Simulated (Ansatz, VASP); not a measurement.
**TiN (Osbornite): VASP beside Ansatz**

```
CELL_PARAMETERS angstrom
0.00000 2.14476 2.14476
2.14476 0.00000 2.14476
2.14476 2.14476 0.00000
ATOMIC_POSITIONS crystal
Ti 0.00000 0.00000 0.00000
N 0.50000 0.50000 0.50000
```

Alike in both runs: functional r2SCAN; k mesh 14 × 14 × 14; occupations fermi-dirac, width 0.1 eV; no spin polarisation.

Ansatz relaxed the structure, and its values are those at the end. VASP's run is a single point on that final structure, the one shown.

```csv
,VASP,Ansatz
version,VASP 6.6.1,Ansatz 0.2.0
potentials or method,"VASP PAW PBE potentials, release 64 (Ti_sv, N)",PAW plane waves
plane-wave cutoff (eV),520,500
valence electrons in the cell,17,17
```

```tsv
	VASP	Ansatz	Ansatz less VASP
pressure (GPa)	-9.4	-10.6	-1.20
```

Ansatz warned: «stress_scf_threshold_loose».

Caveats: the PAW data sets were made with another functional, which shifts forces and pressure a little (VASP).
